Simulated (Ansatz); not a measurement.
## How far is PAW off for Na?

```yaml
crystal:
  lattice:
    - [-2.05397, 2.05397, 2.11750]
    - [2.05397, -2.05397, 2.11750]
    - [2.05397, 2.05397, -2.11750]
  atoms:
    - { symbol: Na, position: [0.00000, 0.00000, 0.00000] }
```

Conventional cell: a = 4.108 Å, b = 4.108 Å, c = 4.235 Å, α = 90.00°, β = 90.00°, γ = 90.00°. Na (atom 1) has 12 Na at 3.59 to 4.11 Å as nearest neighbours.

The structure is an experimental refinement, used without relaxation. The listed cell was then made from it by scaling, straining or moving an atom.

Methods: DFT, PBE, PAW with Ansatz's default frozen-core files, scalar-relativistic (Ansatz 0.2.0); DFT, PBE, all-electron PAW with datasets made for the crystal, scalar-relativistic (Ansatz 0.2.0); DFT, PBE, all-electron LAPW, scalar-relativistic (Ansatz 0.2.0).

For PAW: a Γ-centred 12×12×12 k mesh, Fermi–Dirac smearing of 0.05 eV, cutoff 420 eV, no spin polarisation. The crystal-made all-electron datasets (AE datasets) take a cutoff of 160 eV at this cell. LAPW targets a basis error of 0.25 meV/atom. The Ansatz runs share mesh, smearing and spin set-up. Plane-wave (PAW) pressures include the program's estimate of the Pulay term.

Stress and pressure are positive in compression.

The change that made this cell: x and y strained by -3 %, z held.

```csv
quantity,PAW,AE datasets,LAPW
pressure (GPa),0.29,0.30,0.30
stress xx (GPa),0.27,0.28,0.28
stress zz (GPa),0.32,0.34,0.34
```

PAW's pressure differs from the LAPW value by about 0.01 GPa or less.
